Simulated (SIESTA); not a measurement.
Crystal: ZnS (Wurtzite-2H).

```
Zn S
1.0
     3.81100    0.00000    0.00000
    -1.90550    3.30042    0.00000
     0.00000    0.00000    6.23400
Zn S
2 2
Direct
  0.66667 0.33333 0.50000
  0.33333 0.66667 0.00000
  0.66667 0.33333 0.88500
  0.33333 0.66667 0.38500
```

Base run:

* Program: SIESTA 5.4.2
* Functional: RPBE
* Potentials or basis: PseudoDojo 0.4 standard (PBE files)
* Basis: DZP (energy shift 0.003 Ry; two zetas on semicore shells)
* Grid cutoff: 800 Ry
* Energy shift: 0.003 Ry
* k mesh: 8 × 8 × 5
* Occupations: fermi-dirac, width 0.05 eV
* Spin: no spin polarisation

Its results: band gap on the k mesh 2.80 eV, direct; pressure 5.7 GPa; largest force 0.364 eV/Å.

Problem. After a change of settings the same cell gave: band gap on the k mesh 2.59 eV, direct; pressure 6.8 GPa; largest force 0.367 eV/Å. Which change was it?
A. functional from RPBE to PBEsol; potentials or basis from PseudoDojo 0.4 standard (PBE files) to PseudoDojo 0.4 standard (PBEsol files)
B. functional from RPBE to PBE; potentials or basis from PseudoDojo 0.4 standard (PBE files) to SG15 1.2 (PBE files) or PseudoDojo by element
C. functional from RPBE to BLYP

Solution. C.

Caveats: short orbitals over semicore shells can move pressures by several GPa; the valence orbitals were made in a potential fitted to the semicore shell under them, which widens gaps by tenths of an eV or more; the potentials were made for another functional, which shifts forces and pressure; the basis of atomic orbitals isn't converged, which shifts pressures, moduli and gaps.
